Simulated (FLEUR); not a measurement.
## Magnetic state of free-standing square Cr monolayer, spacing 2.56 A from several starts

A self-consistent run ends on one state, which hangs on the start. Several orders of free-standing square Cr monolayer, spacing 2.56 A are started in FLEUR and their energies compared.

Main program and level: FLEUR MaX-R8.1; PBE; all-electron FLAPW film, Dirac cores, scalar-relativistic bands.

This is a report of a sequence of runs, with most program output left out.

### Step 1. Starting point

The cell holds 1 atom: 1 Cr. Cell: a = 2.560 Å, b = 2.560 Å, c = 14.000 Å, α = 90.0°, β = 90.0°, γ = 90.0°. Model lattice. Vacuum lies along c.

Coordinates:

```xyz
1
Lattice="2.5600 0.0000 0.0000 0.0000 2.5600 0.0000 0.0000 0.0000 14.0000" Properties=species:S:1:pos:R:3
Cr    0.0000    0.0000    7.0000
```

### Step 2. Start 1: ferro +

The parallel start is the test of whether parallel moments hold.

inpgen writes inp.xml from crystal.txt; cutoffs, mixing, functional, smearing and local orbitals are then set in the file. The k list default-1 (kpts.xml, not shown) is a Γ-centred 10×10×1 mesh; where the ranks do not divide the number of points, some are split in two of half the weight.

inp.xml

```
<?xml version="1.0" encoding="UTF-8" standalone="no"?>
<fleurInput fleurInputVersion="0.39">
   <comment>
      Cr
   </comment>
   <calculationSetup>
      <cutoffs Kmax="3.6" Gmax="10.8" GmaxXC="10.8" numbands="0"/>
      <scfLoop itmax="120" minDistance="0.00002" maxIterBroyd="15" imix="Anderson" alpha="0.03" precondParam="0.0" spinf="2.0" sdNocoIR="T"/>
      <coreElectrons ctail="T" frcor="F" kcrel="0" coretail_lmax="0"/>
      <xcFunctional name="pbe" relativisticCorrections="F"/>
      <magnetism jspins="2"/>
      <soc l_soc="F" theta="0.0" phi="0.0" spav="F"/>
      <expertModes spex="0" secvar="F"/>
      <geometryOptimization l_f="F" forcealpha="1.0" forcemix="BFGS" epsdisp="0.00001" epsforce="0.00001"/>
      <ldaU l_linMix="F" mixParam="0.05" spinf="1.0"/>
   </calculationSetup>
   <cell>
      <bzIntegration valenceElectrons="14.0" mode="hist" fermiSmearingEnergy="0.00183747">
         <kPointListSelection listName="default-1"/>
         <xi:include xmlns:xi="http://www.w3.org/2001/XInclude" href="kpts.xml"> </xi:include>
      </bzIntegration>
      <xi:include xmlns:xi="http://www.w3.org/2001/XInclude" href="sym.xml"> </xi:include>
      <filmLattice scale="1.0" dVac="5.4" dTilda="7.9">
         <bravaisMatrixFilm>
            <row-1>    4.8376988789760000     0.0000000000000000</row-1>
            <row-2>    0.0000000000000000     4.8376988789760000</row-2>
         </bravaisMatrixFilm>
         <vacuumEnergyParameters vacuum="1" spinUp="-.25" spinDown="-.25"/>
      </filmLattice>
   </cell>
   <atomSpecies>
      <species name="Chromium (2.500" element="Cr" atomicNumber="24">
         <mtSphere radius="2.3" gridPoints="761" logIncrement="0.016"/>
         <atomicCutoffs lmax="8" lnonsphr="6"/>
         <electronConfig flipSpins="F">
            <coreConfig>(1s1/2) (2s1/2) (2p1/2) (2p3/2)</coreConfig>
            <valenceConfig>(3s1/2) (3p1/2) (3p3/2) (4s1/2) (3d3/2) (3d5/2)</valenceConfig>
            <stateOccupation state="(4s1/2)" spinUp="0.5" spinDown="0.5"/>
            <stateOccupation state="(3d3/2)" spinUp="1.0" spinDown="1.0"/>
            <stateOccupation state="(3d5/2)" spinUp="2.75" spinDown="0.25"/>
         </electronConfig>
         <energyParameters s="4" p="4" d="3" f="4"/>
         <lo type="SCLO" l="0" n="3" eDeriv="0"/>
         <lo type="SCLO" l="1" n="3" eDeriv="0"/>
      </species>
   </atomSpecies>
   <atomGroups>
      <atomGroup species="Chromium (2.500">
         <filmPos label="                   1">.0000000000 .0000000000 .0000000000</filmPos>
         <force calculate="T" relaxXYZ="TTT"/>
      </atomGroup>
   </atomGroups>
   <output dos="F" band="F" slice="F">
      <bandDOS minEnergy="-.5*Htr" maxEnergy="0.5*Htr" sigma="0.015" storeEVData="T"/>
      <plotting iplot="0" polar="F">
         <plot TwoD="T" vec1="  1.0  0.0  0.0" vec2="  0.0  1.0  0.0" vec3="  0.0  0.0  1.0" zero="  0.0  0.0 -0.5" file="plot"/>
      </plotting>
      <moessbauerParams electricFieldGradient="F" isomerShift="F" coreHyperfine="F" valenceHyperfine="F"/>
   </output>
</fleurInput>
```

crystal.txt

```
Cr
&input film=T cartesian=F /
2.56000000000  0.00000000000  0.00000000000
0.00000000000  2.56000000000  0.00000000000
0.00000000000  0.00000000000  1.00000000000
1.8897261246
1.0 1.0 1.0

1
24 0.00000000000  0.00000000000  0.00000000000 : 2.500

&kpt div1=10 div2=10 div3=1 gamma=T /
```

Command:

```bash
> OMP_NUM_THREADS=1 inpgen -f crystal.txt > inpgen.log  # inp.xml is then edited as shown
> OMP_NUM_THREADS=1 mpirun -n 4 fleur_MPI > fleur.log
```

Run time: 23 s. Hardware: 4 MPI ranks of Intel Xeon Platinum 8559C (Emerald Rapids), shared host; peak memory 0.23 GiB; 89 s of CPU time.

Read from the output:

```yaml
free_energy: -28593.3429 eV
program_s_band_gap_on_this_mesh_in_a_metal_only_a_level_spacing: 0 eV
magnetization: 3.837 μB
final_state: ferromagnetic
largest_moment: 3.244 μB
```

After 45 cycles the largest moment stands at 3.24 μB.

### Step 3. Order 2, typed as antiferro q=(0,1/2,0) +-

Reversing part of the moments tests the sign of the couplings between them.

This order needs a doubled cell of 2 atoms. The mesh is halved along the doubled vector, so that both cells sample the same points. The k list default-1 (kpts.xml, not shown) is a Γ-centred 10×5×1 mesh.

Edit inp.xml of step 2 so:

```diff
@@ -17,3 +17,3 @@
    <cell>
-      <bzIntegration valenceElectrons="14.0" mode="hist" fermiSmearingEnergy="0.00183747">
+      <bzIntegration valenceElectrons="28.0" mode="hist" fermiSmearingEnergy="0.00183747">
          <kPointListSelection listName="default-1"/>
@@ -25,3 +25,3 @@
             <row-1>    4.8376988789760000     0.0000000000000000</row-1>
-            <row-2>    0.0000000000000000     4.8376988789760000</row-2>
+            <row-2>    0.0000000000000000     9.6753977579520001</row-2>
          </bravaisMatrixFilm>
@@ -45,2 +45,16 @@
       </species>
+      <species name="Chromium (-2.500" element="Cr" atomicNumber="24">
+         <mtSphere radius="2.3" gridPoints="761" logIncrement="0.016"/>
+         <atomicCutoffs lmax="8" lnonsphr="6"/>
+         <electronConfig flipSpins="F">
+            <coreConfig>(1s1/2) (2s1/2) (2p1/2) (2p3/2)</coreConfig>
+            <valenceConfig>(3s1/2) (3p1/2) (3p3/2) (4s1/2) (3d3/2) (3d5/2)</valenceConfig>
+            <stateOccupation state="(4s1/2)" spinUp="0.5" spinDown="0.5"/>
+            <stateOccupation state="(3d3/2)" spinUp="1.0" spinDown="1.0"/>
+            <stateOccupation state="(3d5/2)" spinUp="0.25" spinDown="2.75"/>
+         </electronConfig>
+         <energyParameters s="4" p="4" d="3" f="4"/>
+         <lo type="SCLO" l="0" n="3" eDeriv="0"/>
+         <lo type="SCLO" l="1" n="3" eDeriv="0"/>
+      </species>
    </atomSpecies>
@@ -49,2 +63,6 @@
          <filmPos label="                   1">.0000000000 .0000000000 .0000000000</filmPos>
+         <force calculate="T" relaxXYZ="TTT"/>
+      </atomGroup>
+      <atomGroup species="Chromium (-2.500">
+         <filmPos label="                   2">.0000000000 1.000/2.000 .0000000000</filmPos>
          <force calculate="T" relaxXYZ="TTT"/>
```

crystal.txt

```
Cr
&input film=T cartesian=F /
2.56000000000  0.00000000000  0.00000000000
0.00000000000  5.12000000000  0.00000000000
0.00000000000  0.00000000000  1.00000000000
1.8897261246
1.0 1.0 1.0

2
24 0.00000000000  0.00000000000  0.00000000000 : 2.500
24 0.00000000000  0.50000000000  0.00000000000 : -2.500

&kpt div1=10 div2=5 div3=1 gamma=T /
```

Wall time 36 s (4 MPI ranks); peak memory 0.35 GiB.

This step gave:

| Item | Value |
| --- | --- |
| free energy | -57187.6630 eV |
| program's band gap on this mesh (in a metal only a level spacing) | 0.01678 eV |
| magnetization | 0 μB |
| final state | antiferromagnetic |
| largest moment | 3.515 μB |

It lies 489 meV a seeded atom under the first start, and its largest moment is 3.52 μB against 3.24 μB.

### Step 4. Start 3: antiferro q=(1/2,1/2,0) +-

Another pattern of signs weighs the neighbour shells otherwise.

The cell is doubled to 2 atoms to hold this order. The mesh is halved along the doubled vector, so that both cells sample the same points. The k list default-1 (kpts.xml, not shown) is a Γ-centred 5×10×1 mesh.

Edit inp.xml of step 3 so:

```diff
@@ -24,4 +24,4 @@
          <bravaisMatrixFilm>
-            <row-1>    4.8376988789760000     0.0000000000000000</row-1>
-            <row-2>    0.0000000000000000     9.6753977579520001</row-2>
+            <row-1>    9.6753977579520001     0.0000000000000000</row-1>
+            <row-2>    4.8376988789760000     4.8376988789760000</row-2>
          </bravaisMatrixFilm>
@@ -66,3 +66,3 @@
       <atomGroup species="Chromium (-2.500">
-         <filmPos label="                   2">.0000000000 1.000/2.000 .0000000000</filmPos>
+         <filmPos label="                   2">1.000/2.000 .0000000000 .0000000000</filmPos>
          <force calculate="T" relaxXYZ="TTT"/>
```

crystal.txt

```
Cr
&input film=T cartesian=F /
5.12000000000  0.00000000000  0.00000000000
2.56000000000  2.56000000000  0.00000000000
0.00000000000  0.00000000000  1.00000000000
1.8897261246
1.0 1.0 1.0

2
24 0.00000000000  0.00000000000  0.00000000000 : 2.500
24 0.50000000000  0.00000000000  0.00000000000 : -2.500

&kpt div1=5 div2=10 div3=1 gamma=T /
```

Elapsed: 27 s, on 4 MPI ranks; peak memory 0.36 GiB.

Spin moment in the muffin-tin sphere by atom:

| atom | spin moment in the muffin-tin sphere (μB) |
| --- | --- |
| Cr1 | 3.42 |
| Cr2 | -3.42 |

This step gave:

```
free energy                                                       : -57188.2343 eV
program's band gap on this mesh (in a metal only a level spacing) : 0.2934 eV
magnetization                                                     : 0 μB
final state                                                       : antiferromagnetic
```

It lies 774 meV a seeded atom under the first start, and its largest moment is 3.42 μB against 3.24 μB.

### Step 5. Run 4 (no spin polarisation)

A spinless run gives the zero against which the gain from the moments is read.

The k list default-1 (kpts.xml, not shown) is a Γ-centred 10×10×1 mesh.

inp.xml

```
<?xml version="1.0" encoding="UTF-8" standalone="no"?>
<fleurInput fleurInputVersion="0.39">
   <comment>
      Cr
   </comment>
   <calculationSetup>
      <cutoffs Kmax="3.6" Gmax="10.8" GmaxXC="10.8" numbands="0"/>
      <scfLoop itmax="120" minDistance="0.00002" maxIterBroyd="15" imix="Anderson" alpha="0.03" precondParam="0.0" spinf="2.0" sdNocoIR="T"/>
      <coreElectrons ctail="T" frcor="F" kcrel="0" coretail_lmax="0"/>
      <xcFunctional name="pbe" relativisticCorrections="F"/>
      <magnetism jspins="1"/>
      <soc l_soc="F" theta="0.0" phi="0.0" spav="F"/>
      <expertModes spex="0" secvar="F"/>
      <geometryOptimization l_f="F" forcealpha="1.0" forcemix="BFGS" epsdisp="0.00001" epsforce="0.00001"/>
      <ldaU l_linMix="F" mixParam="0.05" spinf="1.0"/>
   </calculationSetup>
   <cell>
      <bzIntegration valenceElectrons="14.0" mode="hist" fermiSmearingEnergy="0.00183747">
         <kPointListSelection listName="default-1"/>
         <xi:include xmlns:xi="http://www.w3.org/2001/XInclude" href="kpts.xml"> </xi:include>
      </bzIntegration>
      <xi:include xmlns:xi="http://www.w3.org/2001/XInclude" href="sym.xml"> </xi:include>
      <filmLattice scale="1.0" dVac="5.4" dTilda="7.9">
         <bravaisMatrixFilm>
            <row-1>    4.8376988789760000     0.0000000000000000</row-1>
            <row-2>    0.0000000000000000     4.8376988789760000</row-2>
         </bravaisMatrixFilm>
         <vacuumEnergyParameters vacuum="1" spinUp="-.25" spinDown="-.25"/>
      </filmLattice>
   </cell>
   <atomSpecies>
      <species name="Chromium (Cr)" element="Cr" atomicNumber="24">
         <mtSphere radius="2.3" gridPoints="761" logIncrement="0.016"/>
         <atomicCutoffs lmax="8" lnonsphr="6"/>
         <electronConfig flipSpins="F">
            <coreConfig>(1s1/2) (2s1/2) (2p1/2) (2p3/2)</coreConfig>
            <valenceConfig>(3s1/2) (3p1/2) (3p3/2) (4s1/2) (3d3/2) (3d5/2)</valenceConfig>
            <stateOccupation state="(4s1/2)" spinUp="0.500000" spinDown="0.500000"/>
            <stateOccupation state="(3d3/2)" spinUp="1.000000" spinDown="1.000000"/>
            <stateOccupation state="(3d5/2)" spinUp="1.500000" spinDown="1.500000"/>
         </electronConfig>
         <energyParameters s="4" p="4" d="3" f="4"/>
         <lo type="SCLO" l="0" n="3" eDeriv="0"/>
         <lo type="SCLO" l="1" n="3" eDeriv="0"/>
      </species>
   </atomSpecies>
   <atomGroups>
      <atomGroup species="Chromium (Cr)">
         <filmPos label="                   1">.0000000000 .0000000000 .0000000000</filmPos>
         <force calculate="T" relaxXYZ="TTT"/>
      </atomGroup>
   </atomGroups>
   <output dos="F" band="F" slice="F">
      <bandDOS minEnergy="-.5*Htr" maxEnergy="0.5*Htr" sigma="0.015" storeEVData="T"/>
      <plotting iplot="0" polar="F">
         <plot TwoD="T" vec1="  1.0  0.0  0.0" vec2="  0.0  1.0  0.0" vec3="  0.0  0.0  1.0" zero="  0.0  0.0 -0.5" file="plot"/>
      </plotting>
      <moessbauerParams electricFieldGradient="F" isomerShift="F" coreHyperfine="F" valenceHyperfine="F"/>
   </output>
</fleurInput>
```

crystal.txt

```
Cr
&input film=T cartesian=F /
2.56000000000  0.00000000000  0.00000000000
0.00000000000  2.56000000000  0.00000000000
0.00000000000  0.00000000000  1.00000000000
1.8897261246
1.0 1.0 1.0

1
24 0.00000000000  0.00000000000  0.00000000000

&kpt div1=10 div2=10 div3=1 gamma=T /
```

It took 8.1 s on 4 MPI ranks; peak memory 0.21 GiB.

Numbers from this step:

- free energy: -28592.9809 eV
- program's band gap on this mesh (in a metal only a level spacing): 0.005210 eV
- final state: non-magnetic (no spin polarisation)

It lies 362 meV a seeded atom over the first start.

### Step 6. An attempt with other settings

An input with a fault is tried, to see how the program answers.

Edit inp.xml of step 2 so:

```diff
@@ -7,3 +7,3 @@
       <cutoffs Kmax="3.6" Gmax="10.8" GmaxXC="10.8" numbands="0"/>
-      <scfLoop itmax="120" minDistance="0.00002" maxIterBroyd="15" imix="Anderson" alpha="0.03" precondParam="0.0" spinf="2.0" sdNocoIR="T"/>
+      <scfLoop itmax="50" minDistance="0.00002" maxIterBroyd="15" imix="Anderson" alpha="0.03" precondParam="0.0" spinf="2.0" sdNocoIR="T"/>
       <coreElectrons ctail="T" frcor="F" kcrel="0" coretail_lmax="0"/>
```

Edit crystal.txt of step 2 so:

```diff
@@ -11,2 +11,2 @@
 
-&kpt div1=10 div2=10 div3=1 gamma=T /
+&kpt div1=1 div2=1 div3=1 gamma=T /
```

Command:

```bash
> OMP_NUM_THREADS=1 inpgen -f crystal.txt > inpgen.log  # inp.xml is then edited as shown
> OMP_NUM_THREADS=4 fleur_MPI > fleur.log
```

Wall time 7.3 s (1 MPI rank); peak memory 0.08 GiB.

The run converged, but its input is faulty, so its numbers are not to be trusted.

The fault in the input: one k-point for a small cell.

The two runs compared:

| quantity | this run | first run | difference |
| --- | --- | --- | --- |
| largest moment (μB) | 1.7284 | 3.2439 | -1.52 |
| magnetization (μB) | 1.9919 | 3.8367 | -1.84 |
| free energy (eV) | -28598.42 | -28593.34 | -5.07 |

One result that differs is the magnetization, 1.99 μB against 3.84 μB.

A single point can't sample the zone of a small cell; the mesh must follow the cell's size.

### Step 7. Energies of the orders

Free energies are divided by the number of seeded atoms, so that cells of unlike size compare. Wavevectors q in the names are fractions of the primitive cell's reciprocal vectors.

Orders:

| start | final state | typed order kept | energy over the lowest (meV a seeded atom) | largest sphere moment (μB) | net moment (μB a primitive cell) | mesh matched | CPU time (s) |
| --- | --- | --- | --- | --- | --- | --- | --- |
| ferro + | ferromagnetic | yes | 774.3 | 3.244 | 3.837 | yes | 89.41 |
| antiferro q=(0,1/2,0) +- | antiferromagnetic | yes | 285.7 | 3.515 | 0 | yes | 142.5 |
| antiferro q=(1/2,1/2,0) +- | antiferromagnetic | yes | 0 | 3.419 | 0 | yes | 108 |
| no spin polarisation | non-magnetic | - | 1136 | 0 | 0 | yes | 31.62 |

### Step 8. Summary of results

| Quantity | Value |
| --- | --- |
| lowest state found | antiferromagnetic (typed antiferro q=(1/2,1/2,0) +-) |
| largest site spin moment | 3.42 μB |
| next finished state | antiferromagnetic, 286 meV a seeded atom higher |
| energy gained by spin polarisation | 1136 meV a seeded atom |

What this shows: The lowest state found is antiferromagnetic, reached from the start antiferro q=(1/2,1/2,0) +-, with moments up to 3.42 μB. The next finished state costs 286 meV a seeded atom. Only 4 starts were tried; other patterns of signs, canted and longer-period orders were not.

[Logs and program files are shortened in this print: banners, set-up blocks, solver, clock and traceback lines can be left out without a mark of their own.]

[Logs are printed without paths, hosts, clocks, repeated set-up lines and the standing remarks that a program may print on its own settings, such as how far it seeks lower states.]

[Hosts, paths, dates, database ids (printed as entryN), source tags and the programs' standing remarks are cut or masked in the printed files.]

[Where a cell is said to come from a database of computed structures, the database is the Materials Project.]
